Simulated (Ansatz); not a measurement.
Hf, one cell by several methods

```
Hf
1.0
    -1.78695    1.80500    1.80500
     1.80500   -1.78695    1.80500
     1.80500    1.80500   -1.78695
Hf
1
Direct
  0.00000 0.00000 0.00000
```

The geometry is COD entry 1522789, unchecked; take it as a test cell. The listed cell was then made from it by scaling, straining or moving an atom.

Spin–orbit coupling is left out, though it moves levels of the heavy atoms by tenths of an eV or more.

All numbers are computed: DFT, PBE, PAW with Ansatz's default frozen-core files, scalar-relativistic (Ansatz 0.2.0); DFT, PBE, all-electron LAPW, scalar-relativistic (Ansatz 0.2.0).

For PAW: a Γ-centred 14×14×14 k mesh, Fermi–Dirac smearing of 0.05 eV, cutoff 420 eV, no spin polarisation. LAPW targets a basis error of 0.5 meV/atom. The Ansatz runs share mesh, smearing and spin set-up. Plane-wave (PAW) pressures include the program's estimate of the Pulay term.

Stress and pressure are positive in compression.

The change that made this cell: equal xy, yz and zx engineering shear strains of +1 %.

PAW results:

```csv
quantity,PAW
pressure (GPa),-4.89
stress yz (GPa),-0.49
stress xz (GPa),-0.49
stress xy (GPa),-0.49
```

Q: What does LAPW (all electrons) give for the same quantities?

A: 
```
       quantity   LAPW
 pressure (GPa)  -4.88
stress yz (GPa)  -0.49
stress xz (GPa)  -0.49
stress xy (GPa)  -0.49
```
